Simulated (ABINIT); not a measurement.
An input for ABINIT 10.8.3 (KBr (Fm-3m)):

```
acell 3*1.0 Angstrom
rprim 
  0.000000000000 3.300000000000 3.300000000000
  3.300000000000 -0.000000000000 3.300000000000
  3.300000000000 3.300000000000 0.000000000000
ntypat 2
znucl 19 35
natom 2
typat 1 2
xred 
  0.000000000000 0.000000000000 0.000000000000
  0.500000000000 0.500000000000 0.500000000000
pp_dirpath "pseudos"
pseudos "K.upf, Br.upf"
ecut 33
ngkpt 4 4 4
nshiftk 1
shiftk 0 0 0
kptopt 1
chksymbreak 0
istwfk *1
occopt 1
irdwfk 1
optdriver 4
nband 278
gwcalctyp 0
ecutsigx 33
symsigma 1
nkptgw 1
kptgw 
  0.0000000000 0.0000000000 0.0000000000
bdgw 
  6 12
ecuteps 8
irdscr 1
ppmodel 1
indata_prefix "in"
outdata_prefix "out"
tmpdata_prefix "tmp"
```

```sh
OMP_NUM_THREADS=1 mpirun -n 4 abinit run.abi > log
```

Q: Estimate wall time and host memory on 4 MPI ranks of Intel Xeon 6975P-C (Granite Rapids), shared host.

It took 62 s; on shared hardware allow 31 s to 2.1 min. Peak host memory was 2.8 GiB.

[Paths, hosts, dates, memory and timing lines, banners, echoed tables and standing remarks are left out of the program output.]

[Logs are printed without paths, hosts, clocks, repeated set-up lines and the standing remarks that a program may print on its own settings, such as how far it seeks lower states.]

[Runs of the session that timed out or met a known fault of the program may be left out.]

[Hosts, paths, dates, database ids (printed as entryN), source tags and the programs' standing remarks are cut or masked in the printed files.]

[G0W0 gaps are taken among the corrected bands and points alone; a level outside them can change the order at an edge.]

[Where Ansatz stands beside ABINIT at settings called matched, ABINIT's density can come from a denser mesh and the files from another edition; pairs whose starting gaps differed by over 0.03 eV were left out, so agreement reads better than it is.]
